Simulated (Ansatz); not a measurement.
Theory: DFT PBE, scalar-relativistic, plane waves, PAW in Ansatz 0.2.0. All cells share a 420 eV cutoff and Γ-centred k meshes spaced at most about 0.3 Å⁻¹ (about 0.25 or finer for metals, 2π included). No spin polarisation.

Temperature and zero-point effects are left out.

Two forms of AlP5 were relaxed alike.

A.

```
CELL_PARAMETERS angstrom
0.00000 3.58393 3.58393
3.58393 0.00000 3.58393
3.58393 3.58393 0.00000
ATOMIC_POSITIONS crystal
Al 0.00000 0.00000 0.00000
P 0.25000 0.25000 0.25000
P 0.62250 0.62250 0.62250
P 0.13249 0.62250 0.62250
P 0.62250 0.13249 0.62250
P 0.62250 0.62250 0.13249
```

B.

```
CELL_PARAMETERS angstrom
7.00059 0.00000 0.00000
0.00000 7.00059 0.00000
0.00000 0.00000 2.35977
ATOMIC_POSITIONS crystal
Al 0.50000 0.50000 0.00000
P 0.76021 0.76021 0.00000
P 0.23979 0.23979 0.00000
P 0.23979 0.76021 0.00000
P 0.76021 0.23979 0.00000
P 0.00000 0.00000 0.00000
```

Problem. Which is lower in energy, and by how much?

Solution. B is lower, by 228 meV/atom. A has space group F-43m (No. 216), 15.3 Å³/atom and no gap on its mesh; B has space group P4/mmm (No. 123), 19.3 Å³/atom and no gap. Counting P atoms around Al (those within 1.25 times the shortest such distance or 1.15 times the sum of covalent radii; the shortest distance is added where it is long for a bond), A has Al 16 from 3.0 Å and B has Al 4. B holds P–P chains (shortest 2.36 Å); in A the shortest P–P distance is 2.48 Å, near bonding range too. The lower one is the more open, so pressure narrows the difference. Even the lower one lies +0.45 eV/atom against the reference forms of the elements (uncorrected), so neither is stable at this level. In A, around Al lie 16 P at 2.98–3.10 Å; around P on a site of symmetry -43m lie 12 P at 2.97 Å and 4 Al at 3.10 Å; around P on a site of symmetry 3m lie 6 P at 2.48–2.58 Å, 3 P at 2.97 Å and 3 Al at 2.98 Å. In B, around Al lie 2 Al at 2.36 Å and 4 P at 2.58 Å; around P on a site of symmetry m2m lie 3 P at 2.36–2.37 Å and 1 Al at 2.58 Å; around P on a site of symmetry 4/mmm lie 6 P at 2.36–2.37 Å. Both come from invented guesses. The lowest form computed isn't among them: it has space group P-6m2 (No. 187), 15.5 Å³/atom and lies 204 meV/atom below the best shown.

Cells relaxed within their symmetry can be saddle points. Some structure types and database cells were kept out of the candidates from the start, so a known form may be missing.

The preference for B probably reflects phosphorus's need for short, directional contacts. A packs its atoms much as a Laves-type intermetallic does, an arrangement suited to metallic bonding: aluminium sits in a large phosphorus cage with only long, weak Al–P contacts, and the P–P contacts are stretched as well. B shortens both, but is itself a poor compromise. Its single repeat along c sets the spacing of the aluminium and phosphorus chains alike, at 2.36 Å, which is very short for Al–Al yet somewhat long for a P–P single bond.

Neither form gives phosphorus its usual three pyramidal bonds and a lone pair. In B most P atoms have a T-shaped set of P neighbours, and the remaining one has six. Such geometries favour delocalised, multicentre bonding, consistent with the missing gaps and the high energies. The P-6m2 form also remains above the elements, so the ordering ranks unfavourable arrangements rather than identifying a viable phosphide. Decomposition into zinc-blende AlP and phosphorus, the natural chemical competitor, is not evaluated.
